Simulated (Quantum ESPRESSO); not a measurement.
A run of Quantum ESPRESSO 7.5 is set up as follows.

File pw.in:

```
&CONTROL
  calculation = 'scf'
  prefix = 'pwscf'
  outdir = './tmp'
  pseudo_dir = './pseudo'
  tprnfor = .true.
  tstress = .true.
  disk_io = 'low'
/
&SYSTEM
  ibrav = 0
  celldm(1) = 8
  nat = 4
  ntyp = 1
  ecutwfc = 45
  ecutrho = 360
  nbnd = 14
  input_dft = 'XC-000I-000I-120L-135L-000I-000I'
  occupations = 'smearing'
  smearing = 'fd'
  degauss = 0.00367493
/
&ELECTRONS
  conv_thr = 8d-10
  electron_maxstep = 120
  mixing_beta = 0.5
/
ATOMIC_SPECIES
Si    28.0850 si_pbe_v1.uspp.F.UPF
CELL_PARAMETERS alat
  0.9050175871052   0.0000000000000   0.0000000000000
 -0.4525087935644   0.7837682213152   0.0000000000000
  0.0000000000000   0.0000000000000   1.4958651538947
ATOMIC_POSITIONS crystal
Si     0.6666666667    0.3333333333    0.9369905000
Si     0.3333333333    0.6666666667    0.4369905000
Si     0.6666666667    0.3333333333    0.5630095000
Si     0.3333333333    0.6666666667    0.0630095000
K_POINTS automatic
10 10 4 0 0 1
```

Contents of gamma.in:

```
&CONTROL
  calculation = 'bands'
  prefix = 'pwscf'
  outdir = './tmp'
  pseudo_dir = './pseudo'
  disk_io = 'low'
  verbosity = 'high'
/
&SYSTEM
  ibrav = 0
  celldm(1) = 8
  nat = 4
  ntyp = 1
  ecutwfc = 45
  ecutrho = 360
  nbnd = 14
  input_dft = 'XC-000I-000I-120L-135L-000I-000I'
  occupations = 'smearing'
  smearing = 'fd'
  degauss = 0.00367493
/
&ELECTRONS
  conv_thr = 1d-08
  electron_maxstep = 120
  mixing_beta = 0.5
  diago_full_acc = .true.
  startingwfc = 'random'
/
ATOMIC_SPECIES
Si    28.0850 si_pbe_v1.uspp.F.UPF
CELL_PARAMETERS alat
  0.9050175871052   0.0000000000000   0.0000000000000
 -0.4525087935644   0.7837682213152   0.0000000000000
  0.0000000000000   0.0000000000000   1.4958651538947
ATOMIC_POSITIONS crystal
Si     0.6666666667    0.3333333333    0.9369905000
Si     0.3333333333    0.6666666667    0.4369905000
Si     0.6666666667    0.3333333333    0.5630095000
Si     0.3333333333    0.6666666667    0.0630095000
K_POINTS crystal
1
0.0 0.0 0.0 1
```

The input scf2.in:

```
&CONTROL
  calculation = 'scf'
  prefix = 'pwscf'
  outdir = './tmp'
  pseudo_dir = './pseudo'
  tprnfor = .true.
  tstress = .true.
  disk_io = 'low'
/
&SYSTEM
  ibrav = 0
  celldm(1) = 8
  nat = 4
  ntyp = 1
  ecutwfc = 45
  ecutrho = 360
  nbnd = 14
  input_dft = 'XC-000I-000I-120L-135L-000I-000I'
  occupations = 'fixed'
/
&ELECTRONS
  conv_thr = 1d-13
  electron_maxstep = 120
  mixing_beta = 0.5
  startingpot = 'file'
/
ATOMIC_SPECIES
Si    28.0850 si_pbe_v1.uspp.F.UPF
CELL_PARAMETERS alat
  0.9050175871052   0.0000000000000   0.0000000000000
 -0.4525087935644   0.7837682213152   0.0000000000000
  0.0000000000000   0.0000000000000   1.4958651538947
ATOMIC_POSITIONS crystal
Si     0.6666666667    0.3333333333    0.9369905000
Si     0.3333333333    0.6666666667    0.4369905000
Si     0.6666666667    0.3333333333    0.5630095000
Si     0.3333333333    0.6666666667    0.0630095000
K_POINTS automatic
10 10 4 0 0 1
```

ph.in

```
dielectric of Si
&INPUTPH
  prefix = 'pwscf'
  outdir = './tmp'
  tr2_ph = 1d-18
  fildyn = 'dyn'
  niter_ph = 90
  alpha_mix(1) = 0.7
  epsil = .true.
  trans = .false.
  zeu = .true.
/
0.0000000000 0.0000000000 0.0000000000
```

Potentials or basis: GBRV 1.5 PBE.

The run is started by

```sh
$ OMP_NUM_THREADS=1 pw.x -in pw.in > pw.out
$ OMP_NUM_THREADS=1 pw.x -in gamma.in > gamma.out
$ OMP_NUM_THREADS=1 pw.x -in scf2.in > scf2.out
$ OMP_NUM_THREADS=1 ph.x -in ph.in > ph.out
```

Q: Predict the electronic dielectric tensor (diagonal).

A: 13.30, 13.30, 14.51.

Q: Estimate the Born charges (mean of the diagonal).

A: Si -0.03 e.

Q: Estimate the largest force.

A: 0.009 eV/Å.

Q: What does it give for the pressure?

A: -0.1 GPa.

Born effective charge tensors (e):
atom 1, Si
```
-0.02  0.00  0.00
 0.00 -0.02  0.00
 0.00  0.00 -0.03
```
atom 2, Si
```
-0.02  0.00  0.00
 0.00 -0.02  0.00
 0.00  0.00 -0.03
```
atom 3, Si
```
-0.02  0.00  0.00
 0.00 -0.02  0.00
 0.00  0.00 -0.03
```
atom 4, Si
```
-0.02  0.00  0.00
 0.00 -0.02  0.00
 0.00  0.00 -0.03
```

Caveat: the mesh is thin for the dielectric tensor, Born charges and intensities, which usually come out too large; the potentials were made for another functional, which shifts forces and pressure; the Born charges break their sum rule by 0.11 e, a sign of too thin a mesh.
